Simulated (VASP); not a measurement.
Here is a VASP 6.6.1 calculation.

The input INCAR:

```
  ALGO = Fast
  EDIFF = 1E-6
  ENCUT = 520
  GGA = CA
  ICORELEVEL = 1
  ISIF = 2
  ISMEAR = 1
  KPAR = 4
  LASPH = True
  LCHARG = False
  LREAL = False
  LWAVE = False
  NELM = 100
  PREC = Accurate
  SIGMA = 0.1
```

KPOINTS

```
k-points
0
Gamma
  6 4 5
```

The input POSCAR:

```
In
1.0
   -1.6254700000      1.6254700000      7.4211000000
    6.5018800000     -6.5018800000      0.0000000000
    4.8764100000      4.8764100000     -7.4211000000
In
18
Direct
    0.0000000000      0.5000000000      0.0000000000
    1.0000000000      0.5000000000      0.3333333333
    0.0000000000      0.5000000000      0.6666666667
    0.3333333333      0.8333333333      0.0000000000
    0.3333333333      0.8333333333      0.3333333333
    0.3333333333      0.8333333333      0.6666666667
    0.0000000000      0.0000000000      0.0000000000
    0.0000000000      0.0000000000      0.3333333333
    0.0000000000      0.0000000000      0.6666666667
    0.3333333333      0.3333333333      0.0000000000
    0.3333333333      0.3333333333      0.3333333333
    0.3333333333      0.3333333333      0.6666666667
    0.6666666667      0.6666666667      1.0000000000
    0.6666666667      0.6666666667      0.3333333333
    0.6666666667      0.6666666667      0.6666666667
    0.6666666667      0.1666666667      0.0000000000
    0.6666666667      0.1666666667      0.3333333333
    0.6666666667      0.1666666667      0.6666666667
```

Potentials or basis: VASP PAW LDA potentials, release 64 (In_d).

The run is started by

```sh
$ cat potpaw_LDA.64/In_d/POTCAR > POTCAR
$ mpirun -np 4 vasp_std > vasp.out
```

Task: What does it give for the pressure?

Result: -2.7 GPa.

Task: Predict the band gap on the k mesh.

Result: None (metal or under the smearing width).

Stress tensor (GPa, compression positive):
```
-2.81  0.30  0.05
 0.30 -3.28  0.21
 0.05  0.21 -1.97
```
